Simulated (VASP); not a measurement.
Here is a VASP 6.6.1 calculation.

File INCAR:

```
SYSTEM = BN
PREC = Accurate ; ENCUT = 520
EDIFF = 1E-7 ; ISMEAR = -1
SIGMA = 0.01 ; LREAL = .FALSE.
LASPH = .TRUE. ; NELM = 60
ALGO = Normal ; ISIF = 2
LWAVE = .FALSE. ; LCHARG = .FALSE.
GGA = PS ; NBANDS = 11
```

Contents of KPOINTS:

```
regular mesh
0
G
  10 10 10
  0 0 0
```

File POSCAR:

```
BN
1.0
    0.0000000000      1.8028456632      1.8028456632
    1.8028456632      0.0000000000      1.8028456632
    1.8028456632      1.8028456632      0.0000000000
B N
1 1
Direct
    0.0000000000      0.0000000000      0.0000000000
    0.2500000000      0.2500000000      0.2500000000
```

Potentials or basis: VASP PAW PBE potentials, release 64 (B, N).

Command:

```bash
$ cat potpaw_PBE.64/B/POTCAR potpaw_PBE.64/N/POTCAR > POTCAR
$ mpirun -np 1 vasp_std > vasp.out
```

**Question.** Estimate the pressure.

**Answer.** 0.6 GPa.

**Question.** Predict the band gap on the k mesh.

**Answer.** 4.28 eV, indirect (least direct gap 8.80 eV).

Caveat: the PAW data sets were made with another functional, which shifts forces and pressure a little.

**The experiment to reproduce.**

From a printed reference work, monograph, for a bulk crystal of BN at 300 K: band gap 6.4 eV (indirect).

Against the measured gap of BN, 6.4 eV (indirect; 300 K; a printed reference work, monograph), the calculated 4.28 eV is off by -2.12 eV. The value is that of PBEsol on a finite k mesh, which can miss the band edges, without temperature or zero-point motion. Semilocal functionals fall short of measured gaps as a rule.
